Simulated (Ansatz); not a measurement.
The system is MoS2.

```
CELL_PARAMETERS angstrom
3.16900 0.00000 0.00000
-1.58450 2.74443 0.00000
0.00000 0.00000 12.32400
ATOMIC_POSITIONS crystal
Mo 0.66667 0.33333 0.75000
Mo 0.33333 0.66667 0.25000
S 0.66667 0.33333 0.37700
S 0.33333 0.66667 0.87700
S 0.66667 0.33333 0.12300
S 0.33333 0.66667 0.62300
```

Program: Ansatz 0.2.0. Alike in all runs: potentials or basis Ansatz PAW; cell as given. Hardware: 2 threads of Intel(R) Xeon(R) Processor @ 2.50GHz (Skylake/Cascade Lake), with other jobs on the host.

**Question.** Order these runs on this cell by their wall time, lowest first.
A. task single point; level RPBE; spin off; k mesh 10 × 10 × 3; cutoff (eV) 420; smearing gaussian 0.02 eV
B. task band structure; level r2SCAN; spin off; k mesh 10 × 10 × 3; cutoff (eV) 500; smearing fermi-dirac 0.05 eV; points for each segment of the path 14
C. task band structure; level LDA; spin SOC, no magnetisation; k mesh 7 × 7 × 3; cutoff (eV) 420; smearing fermi-dirac 0.05 eV; points for each segment of the path 14
D. task single point; level PBE+D3(BJ); spin SOC, no magnetisation; k mesh 7 × 7 × 3; cutoff (eV) 420; smearing tetrahedron

**Answer.** A (8.4 s), D (23 s), B (52 s), C (170 s).

Not every run made on this cell is shown here.
